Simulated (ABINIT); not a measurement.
Runs of ABINIT 10.8.3 (patched build) on MoS2. It takes space group P6_3/mmc (No. 194, hexagonal). Conventional cell: a = 3.169 Å, b = 3.169 Å, c = 12.324 Å, α = 90.00°, β = 90.00°, γ = 120.00°. Mo (site symmetry -6m2) has 6 S at 2.41 Å as nearest neighbours. Around S (site symmetry 3m) lie 3 Mo at 2.41 Å. 

```csv
task,level,potentials or basis,k mesh,cutoff (eV),smearing,stop of the response cycle (tolvrs),acoustic sum rule (asr),bands in the sums,broadening (eV),scissor shift (eV),mesh quality,gap on the mesh (eV),pressure (GPa),largest force (eV/Å)
dielectric tensor,PBEsol,PseudoDojo NC SR PBEsol v0.4.1 standard,"6 × 6 × 2, shifted",980,fixed,1e-10,2,-,-,-,coarse,-,-3.1,0.30
single point,LDA,PseudoDojo NC SR LDA v0.4.1 standard,8 × 8 × 2,952,fermi-dirac 0.05 eV,-,-,-,-,-,not flagged,0.91,-5.9,0.47
optical spectrum,LDA,PseudoDojo NC SR LDA v0.4.1 standard,"12 × 12 × 4, shifted",952,fixed,-,-,38,0.1,0,not flagged,-,-5.9,0.47
single point,PBEsol,PseudoDojo NC SR PBEsol v0.4.1 standard,8 × 8 × 2,980,fermi-dirac 0.05 eV,-,-,-,-,-,not flagged,(a),-3.1,0.30
```

Alike in all rows: no spin polarisation; cell as given.

Task: Fill in the values left out.

Result: (a) 0.94.

Caveats: some runs use coarse meshes; this functional lacks dispersion, which binds the layers, so the pressure and a relaxed spacing across them are unreliable (some runs); the cell is more than 3 GPa from zero pressure, which shifts response properties (some runs); spectra need much finer meshes, so this one isn't converged (some runs); independent-particle spectra lack excitons (some runs).

A k mesh can miss the band edges, and the runs leave out spin-orbit coupling on Mo.

Runs at the PBE level aren't shown here.
